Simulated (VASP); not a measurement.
Calculation: PBE GGA, VASP's PBE PAW potentials (set 64) (plane waves; VASP). Each cell was relaxed at this level, without spin-orbit coupling.

**Question.** Which of these comes out without a gap?
(A) ZrO2, P2_1/c (14)
(B) Zn, P6_3/mmc (194)
(C) BaZrO3, Pm-3m (221)
(D) RbCl, Fm-3m (225)

**Answer.** B, Zn, P6_3/mmc (194). The others have gaps of 4.82 eV (RbCl, Fm-3m (225)), 3.12 eV (BaZrO3, Pm-3m (221)), 3.60 eV (ZrO2, P2_1/c (14)).
